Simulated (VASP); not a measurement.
**MgS under changes of volume**

One of the cells (22.538 Å³/atom); the others are scaled copies at fixed shape and fractional positions:

```
S Mg
1.0
     0.00000    2.82470    2.82470
     2.82470    0.00000    2.82470
     2.82470    2.82470    0.00000
S Mg
1 1
Cartesian
  1.4123 1.4123 1.4123
  0.0000 0.0000 0.0000
```

The cell comes from a database or a generator and needn't be the stable form of this composition.

- Program: VASP 6.6.1
- Functional: PBEsol
- Potentials or basis: VASP PAW PBE potentials, release 64 (S, Mg)
- Cutoff: 520 eV
- k mesh: 8 × 8 × 8
- Occupations: gaussian, width 0.02 eV
- Spin: no spin polarisation

```tsv
volume (Å³/atom)	energy over the lowest point (meV/atom)	pressure (GPa)	gap on the mesh (eV)
21.637	7.13	2.6	3.53
22.087	1.75	1.2	3.43
22.538	0.00	0.0	3.33
22.989	1.55	-1.1	3.23
23.440	?	?	?
```

**Question.** What does the run at 23.440 Å³/atom give?

**Answer.** Energy over the lowest point 6.07 meV/atom; pressure -2.1 GPa; gap on the mesh 3.14 eV.

Worked out: A Birch-Murnaghan fit of order 2 (a polynomial in V^(-2/3)) to the other rows has its minimum at 22.54 Å³/atom with B0 = V·E''(V) = 58 GPa. It gives 6.09 meV/atom at 23.440 Å³/atom, against the run's 6.07, and -dE/dV = -2.1 GPa, against -2.1. A straight line through the other rows of the gap, of slope -4.95 eV per unit of ln V (its deformation potential), extrapolates to 3.13 eV, against the run's 3.14.

Energies are extrapolated to zero smearing.

Caveats: the PAW data sets were made with another functional, which shifts forces and pressure a little.

A mesh can miss the band edges.
